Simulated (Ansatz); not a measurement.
Understanding antiNiAs-structured BaS from first principles

Computed with Ansatz (plane waves, PAW, 420 eV cutoff): PBE, scalar-relativistic, no spin polarisation, Γ-centred 8×8×6 mesh, 0.05 eV Gaussian smearing; PAW files: Ansatz's generated set soft_2.

The start was a prototype's sites filled with these elements. The Crystallography Open Database lists the compound in space group Fm-3m (rock salt), so this is a trial structure.

The relaxed structure (symmetry read at 0.01 Å). Symmetry: P6_3/mmc, No. 194, hexagonal system. The conventional cell has a = 4.412 Å, b = 4.412 Å, c = 7.754 Å, α = 90.00°, β = 90.00°, γ = 120.00°. Ba (site symmetry -6m2) is surrounded by 6 S at 3.20 Å. S (site symmetry -3m) is surrounded by 6 Ba at 3.20 Å. (Shells end 15 % past the nearest neighbour.)

Results at this level of theory:

* Volume: 32.68 Å³/atom
* Band gap: 1.98 eV
* Smallest direct gap: 2.26 eV
* Bader charges: Ba 1.40; S -1.40 e
* Formation energy from the elements (0 K, uncorrected): -2.07 eV/atom
* Bulk modulus (Birch–Murnaghan): 40 GPa
* Pressure derivative B0′: 4.3
* Shear modulus (Hill): 21 GPa
* Young's modulus: 54 GPa
* Poisson's ratio: 0.27
* Elastically stable: yes

Formal charges Ba²⁺, S²⁻ balance and leave closed shells on every ion, so a band insulator is expected, and the gap is 1.98 eV.

What fixes the bond lengths?

Shannon's ionic radii give a check on the bond lengths: Ba²⁺ with 6 neighbours 1.35 Å + S²⁻ 1.84 Å = 3.19 Å against a computed mean of 3.20 Å. Sums and bonds agree within 3 %, so ion sizes set the bond lengths.

Bader charges against formal ones: Ba +1.40 (+2), S −1.40 (−2). The cations give up 70 % of the formal charge; Bader charges stay under formal ones because the anions' density reaches into the cations' basins.

How stiff is it, in energy terms?

B0·V0 = 40.0 GPa × 32.69 Å³ = 8.15 eV/atom sets the scale: near the minimum ΔE ≈ ½ B0 V0 x², with x = V/V0 − 1, and a pressure of 0.4 GPa squeezes the volume by about 1 %. At the ends of the curve: x = −5.5 % predicts 12.4 meV/atom and the run gives 13.7; x = +10.0 % predicts 40.7 meV/atom and the run gives 34.4. The curve is steeper than the parabola on the compressed side and flatter on the expanded side: the bulk modulus rises with pressure.

Which Debye temperature follows from the elastic moduli?

K = 40 GPa and G = 21 GPa (Hill). With a density of 4.303 g/cm³ (mean mass 84.7 u, 32.68 Å³/atom), K = 40.2 and G = 21.34 GPa from the unrounded constants, v_l = √((K + 4G/3)/ρ) = 4000 m/s and v_t = √(G/ρ) = 2230 m/s. The mean [(1/v_l³ + 2/v_t³)/3]^(−1/3) is 2480 m/s, and θ_D = (ħ/k_B)(6π²/V)^(1/3) v_m ≈ 230 K, with V the volume an atom.

Kohn–Sham gaps of semilocal functionals lie under measured ones, often by a third or more. For elements this heavy, spin–orbit coupling would shift levels and gaps; it isn't included here.
